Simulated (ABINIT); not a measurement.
# Bi (P2/m) in ABINIT: notebook

Runs on Bi. Level: PBEsol. Tasks: single point.

Everything below comes from runs of ABINIT 10.8.3 (patched build). Logs are shortened: lines on timing, memory, paths and dates and some standing lists are left out, and cuts for length are marked. The log counts tension as positive stress, the text compression.

### Step 1. The structure

Symmetry: P2/m, No. 10, monoclinic system. Conventional cell: a = 3.238 Å, b = 3.222 Å, c = 6.444 Å, α = 90.00°, β = 90.72°, γ = 90.00°. Around Bi (site symmetry m) lie 6 Bi at 3.22 to 3.24 Å.

This isn't the form of Bi at room conditions, which is rhombohedral.

### Step 2. Single point, PBEsol

The input, run.abi:

```
# Pseudopotentials
pp_dirpath "./"
pseudos "Bi.upf"

# Structure
acell 6.1196441934 6.088023546 12.1781340801
rprim
     1.0000000000     0.0000000000     0.0000000000
     0.0000000000     1.0000000000     0.0000000000
    -0.0124844813     0.0000000000     0.9999220658
ntypat 1
znucl 83
natom 2
typat 1 1
xred
     0.5442472500     0.0000000000     0.7495778900
     0.4557527500     0.0000000000     0.2504221100
chkprim 0
chksymtnons 0
tolsym 1.0e-6

# Plane-wave basis
ecut 897.975746 eV

# k points
kptopt 1
ngkpt 8 8 4
nshiftk 1
shiftk 0.0 0.0 0.0

# Exchange and correlation
ixc -116133

# Bands and occupations
nband 19
occopt 3
tsmear 0.00183747

# SCF cycle
nstep 100
tolvrs 1.0e-10

# Output
iomode 3
prtwf 0
prtden 0
prteig 0
prtebands 0
```

Potentials or basis: PseudoDojo NC SR PBEsol v0.4.1 standard.

On the command line:

```console
$ abinit run.abi > log 2>&1
```

run.abo:

```text
.Version 10.8.3 of ABINIT
 Symmetries : space group P2/m (# 10); Bravais mP (primitive monocl.)
================================================================================
 Values of the parameters that define the memory need of the present run
     intxc =       0    ionmov =       0      iscf =       7    lmnmax =       6
     lnmax =       6     mgfft =      64  mpssoang =       3    mqgrid =    3149
     natom =       2  nloc_mem =       1    nspden =       1   nspinor =       1
    nsppol =       1      nsym =       4    n1xccc =    2501    ntypat =       1
    occopt =       3   xclevel =       2
       mpw =        4128          nfft =       65536          nkpt =          90
================================================================================
================================================================================

--------------------------------------------------------------------------------
------------- Echo of variables that govern the present computation ------------
--------------------------------------------------------------------------------
 -outvars: echo values of preprocessed input variables --------
            acell      6.1196441934E+00  6.0880235460E+00  1.2178134080E+01 Bohr
              amu      2.08980370E+02
          chkprim           0
      chksymtnons           0
             ecut      3.30000000E+01 Hartree
                       outvar_i_n : Printing only first  50 k-points.
              ixc     -116133
                       outvar_i_n : Printing only first  50 k-points.
         kptrlatt        8    0    0      0    8    0      0    0    4
          kptrlen      4.87041884E+01
            natom           2
            nband          19
            ngfft          32      32      64
             nkpt          90
            nstep         100
             nsym           4
           ntypat           1
                       prtocc : prtvol=0, do not print more k-points.
           occopt           3
           prtden           0
        prtebands           0
           prteig           0
            prtwf           0
            rprim      1.0000000000E+00  0.0000000000E+00  0.0000000000E+00
                       0.0000000000E+00  1.0000000000E+00  0.0000000000E+00
                      -1.2484481300E-02  0.0000000000E+00  9.9992206580E-01
          spgroup          10
           tolsym      1.00000000E-06
           tolvrs      1.00000000E-10
           tsmear      1.83747000E-03 Hartree
            typat      1  1
                       outvars : Printing only first  50 k-points.
           xangst      1.7021701666E+00  0.0000000000E+00  4.8301965579E+00
                       1.4557511980E+00  0.0000000000E+00  1.6136922258E+00
            xcart      3.2166354345E+00  0.0000000000E+00  9.1277486287E+00
                       2.7509710717E+00  0.0000000000E+00  3.0494363583E+00
             xred      5.4424725000E-01  0.0000000000E+00  7.4957789000E-01
                       4.5575275000E-01  0.0000000000E+00  2.5042211000E-01
            znucl       83.00000

================================================================================

 chkinp: Checking input parameters for consistency.

================================================================================
== DATASET  1 ==================================================================

--- !DatasetInfo
iteration_state: {dtset: 1, }
dimensions: {natom: 2, nkpt: 90, mband: 19, nsppol: 1, nspinor: 1, nspden: 1, mpw: 4128, }
cutoff_energies: {ecut:  33.0, pawecutdg:  -1.0, }
electrons: {nelect:   3.00000000E+01, charge:   0.00000000E+00, occopt:   3.00000000E+00, tsmear:   1.83747000E-03, }
meta: {optdriver: 0, ionmov: 0, optcell: 0, iscf: 7, paral_kgb: 0, }
...

 Real(R)+Recip(G) space primitive vectors, cartesian coordinates (Bohr,Bohr^-1):
 R(1)=  6.1196442  0.0000000  0.0000000  G(1)=  0.1634082  0.0000000  0.0020402
 R(2)=  0.0000000  6.0880235  0.0000000  G(2)=  0.0000000  0.1642569  0.0000000
 R(3)= -0.1520377  0.0000000 12.1771850  G(3)=  0.0000000  0.0000000  0.0821208
 Unit cell volume ucvol=  4.5367975E+02 bohr^3
 Angles (23,13,12)=  9.00000000E+01  9.07153267E+01  9.00000000E+01 degrees

 getcut: wavevector=  0.0000  0.0000  0.0000  ngfft=  32  32  64
         ecut(hartree)=     33.000   => boxcut(ratio)=   2.02225

--- Pseudopotential description ------------------------------------------------
- pspini: atom type   1  psp file is ./Bi.upf
12 -116133 2 -1 1472                          pspcod,pspxc,lmax,lloc,mmax
     nproj     2     2     2

   2.57404668E+03                                ecore*ucvol(ha*bohr**3)
--------------------------------------------------------------------------------

================================================================================

--- !BeginCycle
iteration_state: {dtset: 1, }
solver: {iscf: 7, nstep: 100, nline: 4, wfoptalg: 0, }
tolerances: {tolvrs: 1.00E-10, }
...

     iter   Etot(hartree)      deltaE(h)  residm     vres2
 ETOT  1  -163.76351169015    -1.638E+02 5.263E-01 3.316E-01
 ETOT  2  -163.85349267351    -8.998E-02 3.606E-03 1.148E+00
 ETOT  3  -163.85367189831    -1.792E-04 9.999E-04 5.241E-01
 ETOT  4  -163.85381147487    -1.396E-04 5.443E-04 9.255E-04
 ETOT  5  -163.85381159923    -1.244E-07 4.300E-04 4.623E-05
 ETOT  6  -163.85381160646    -7.236E-09 4.444E-04 7.435E-06
 ETOT  7  -163.85381160791    -1.443E-09 6.716E-04 2.550E-08
 ETOT  8  -163.85381160791    -7.674E-13 3.783E-04 1.065E-08
 ETOT  9  -163.85381160791    -2.075E-12 3.381E-04 2.860E-10
 ETOT 10  -163.85381160791    -6.821E-13 1.379E-04 2.187E-11

 At SCF step   10       vres2   =  2.19E-11 < tolvrs=  1.00E-10 =>converged.

 Cartesian components of stress tensor (hartree/bohr^3)
  sigma(1 1)=  2.08315674E-05  sigma(3 2)=  0.00000000E+00
  sigma(2 2)= -4.82060342E-06  sigma(3 1)=  3.64701907E-06
  sigma(3 3)=  2.89534353E-05  sigma(2 1)=  0.00000000E+00

--- !ResultsGS
iteration_state: {dtset: 1, }
comment   : Summary of ground state results
lattice_vectors:
- [  6.1196442,   0.0000000,   0.0000000, ]
- [  0.0000000,   6.0880235,   0.0000000, ]
- [ -0.1520377,   0.0000000,  12.1771850, ]
lattice_lengths: [   6.11964,    6.08802,   12.17813, ]
lattice_angles: [ 90.000,  90.715,  90.000, ] # degrees, (23, 13, 12)
lattice_volume:   4.5367975E+02
convergence: {deltae: -6.821E-13, res2:  2.187E-11, residm:  1.379E-04, diffor: null, }
etotal    :  -1.63853812E+02
entropy   :   0.00000000E+00
fermie    :   1.90495151E-01
cartesian_stress_tensor: # hartree/bohr^3
- [  2.08315674E-05,   0.00000000E+00,   3.64701907E-06, ]
- [  0.00000000E+00,  -4.82060342E-06,   0.00000000E+00, ]
- [  3.64701907E-06,   0.00000000E+00,   2.89534353E-05, ]
pressure_GPa:  -4.4097E-01
xred      :
- [  5.4425E-01,   0.0000E+00,   7.4958E-01, Bi]
- [  4.5575E-01,   0.0000E+00,   2.5042E-01, Bi]
cartesian_forces: # hartree/bohr
- [  8.36138822E-05,  -0.00000000E+00,  -2.12529069E-04, ]
- [ -8.36138822E-05,  -0.00000000E+00,   2.12529069E-04, ]
force_length_stats: {min:   2.28385390E-04, max:   2.28385390E-04, mean:   2.28385390E-04, }
...

 Integrated electronic density in atomic spheres:
 ------------------------------------------------
 Atom  Sphere_radius  Integrated_density
    1        2.00000         10.72116513
    2        2.00000         10.72116513
================================================================================

 ----iterations are completed or convergence reached----

 Mean square residual over all n,k,spin=   28.526E-08; max=  13.786E-05
 reduced coordinates (array xred) for    2 atoms
       0.544247250000      0.000000000000      0.749577890000
       0.455752750000      0.000000000000      0.250422110000
 rms dE/dt=  1.5303E-03; max dE/dt=  2.6007E-03; dE/dt below (all hartree)
    1      -0.000511687209      0.000000000000      0.002600718250
    2       0.000511687209      0.000000000000     -0.002600718250

 cartesian coordinates (angstrom) at end:
    1      1.70217016655016     0.00000000000000     4.83019655786503
    2      1.45575119802927     0.00000000000000     1.61369222581431

 cartesian forces (hartree/bohr) at end:
    1      0.00008361388220    -0.00000000000000    -0.00021252906900
    2     -0.00008361388220    -0.00000000000000     0.00021252906900
 frms,max,avg= 1.3185837E-04 2.1252907E-04   0.000E+00  0.000E+00  0.000E+00 h/b

 cartesian forces (eV/Angstrom) at end:
    1      0.00429959869538    -0.00000000000000    -0.01092868413413
    2     -0.00429959869538    -0.00000000000000     0.01092868413413
 frms,max,avg= 6.7804298E-03 1.0928684E-02   0.000E+00  0.000E+00  0.000E+00 e/A
 length scales=  6.119644193400  6.088023546000 12.178134080100 bohr
              =  3.238376243785  3.221643317798  6.444391022138 angstroms
 Fermi (or HOMO) energy (hartree) =   0.19050   Average Vxc (hartree)=  -0.37702
 Eigenvalues (hartree) for nkpt=  90  k points:
 kpt#   1, nband= 19, wtk=  0.00391, kpt=  0.0000  0.0000  0.0000 (reduced coord)
  -0.65108   -0.65070   -0.65046   -0.64149   -0.64146   -0.64078   -0.63866   -0.63829
  -0.63822   -0.63800   -0.29546   -0.22342    0.00481    0.31030    0.31191    0.31269
   0.36927    0.38428    0.42838
      occupation numbers for kpt#   1
   2.00000    2.00000    2.00000    2.00000    2.00000    2.00000    2.00000    2.00000
   2.00000    2.00000    2.00000    2.00000    2.00000    0.00000    0.00000    0.00000
   0.00000    0.00000    0.00000
 prteigrs : prtvol=0 or 1, do not print more k-points.

--- !EnergyTerms
iteration_state     : {dtset: 1, }
comment             : Components of total free energy in Hartree
kinetic             :  7.81624428290323E+01
hartree             :  3.38665632306911E+01
xc                  : -4.29363432233500E+01
Ewald energy        : -1.04723128744125E+02
psp_core            :  5.67370850332573E+00
local_psp           : -1.03458170230379E+02
non_local_psp       : -3.04383626967582E+01
internal            : -1.63853290331563E+02
'-kT*entropy'       : -5.21276345426612E-04
total_energy        : -1.63853811607909E+02
total_energy_eV     : -4.45868935553901E+03
band_energy         : -1.29873620490463E+01
...

 Cartesian components of stress tensor (hartree/bohr^3)
  sigma(1 1)=  2.08315674E-05  sigma(3 2)=  0.00000000E+00
  sigma(2 2)= -4.82060342E-06  sigma(3 1)=  3.64701907E-06
  sigma(3 3)=  2.89534353E-05  sigma(2 1)=  0.00000000E+00

-Cartesian components of stress tensor (GPa)         [Pressure= -4.4097E-01 GPa]
- sigma(1 1)=  6.12885874E-01  sigma(3 2)=  0.00000000E+00
- sigma(2 2)= -1.41827049E-01  sigma(3 1)=  1.07299005E-01
- sigma(3 3)=  8.51839477E-01  sigma(2 1)=  0.00000000E+00

== END DATASET(S) ==============================================================
================================================================================

 -outvars: echo values of variables after computation  --------
            acell      6.1196441934E+00  6.0880235460E+00  1.2178134080E+01 Bohr
           etotal     -1.6385381161E+02
            fcart      8.3613882200E-05 -0.0000000000E+00 -2.1252906900E-04
                      -8.3613882200E-05 -0.0000000000E+00  2.1252906900E-04
            rprim      1.0000000000E+00  0.0000000000E+00  0.0000000000E+00
                       0.0000000000E+00  1.0000000000E+00  0.0000000000E+00
                      -1.2484481300E-02  0.0000000000E+00  9.9992206580E-01
           strten      2.0831567432E-05 -4.8206034245E-06  2.8953435337E-05
                       0.0000000000E+00  3.6470190690E-06  0.0000000000E+00
           xangst      1.7021701666E+00  0.0000000000E+00  4.8301965579E+00
                       1.4557511980E+00  0.0000000000E+00  1.6136922258E+00
             xred      5.4424725000E-01  0.0000000000E+00  7.4957789000E-01
                       4.5575275000E-01  0.0000000000E+00  2.5042211000E-01
 Calculation completed.
```

It took 2.3 min on 1 thread of Intel Xeon Platinum 8559C (Emerald Rapids), shared host; peak memory 0.17 GiB.

What came out:

* Free energy: -4458.6894 eV
* Pressure: -0.4 GPa
* Largest force: 0.012 eV/Å
* Band gap on the k mesh: none (metal or under the smearing width)
* Valence electrons inside the program's atomic spheres: Bi 10.72 (radii [1.0584] Å)

Forces on the atoms (eV/Å):
```
Bi   0.004  0.000 -0.011
Bi  -0.004  0.000  0.011
```

Stress tensor (GPa, compression positive):
```
-0.61  0.00 -0.11
 0.00  0.14  0.00
-0.11  0.00 -0.85
```

Levels at points of the mesh, in eV from the Fermi level:
```csv
k point,band 12,band 13,band 14,band 15,band 16,band 17,band 18,band 19
"(0.00, 0.00, 0.00)",-11.26,-5.05,3.26,3.30,3.33,4.86,5.27,6.47
"(0.50, 0.00, 0.00)",-9.40,-5.01,-3.20,-3.06,2.37,5.26,5.52,7.20
"(0.00, 0.50, 0.00)",-9.30,-5.06,-3.14,-3.12,2.70,5.22,5.26,6.91
"(0.50, 0.50, 0.00)",-7.41,-3.15,-3.07,-1.40,-1.37,-1.23,2.73,4.99
"(0.00, 0.00, 0.50)",-12.45,-1.82,-1.79,3.95,4.04,4.14,4.16,7.69
"(0.50, 0.00, 0.50)",-10.52,-4.32,-4.29,0.19,0.28,5.40,5.45,6.08
"(0.00, 0.50, 0.50)",-10.48,-4.28,-4.27,0.21,0.25,5.45,5.46,5.95
"(0.50, 0.50, 0.50)",-8.56,-2.42,-2.40,-2.39,-2.38,2.16,2.27,3.43
```

Caveat: spin-orbit coupling is left out, which moves the levels of the heavy elements.

(Continued in part 2 of 2.)
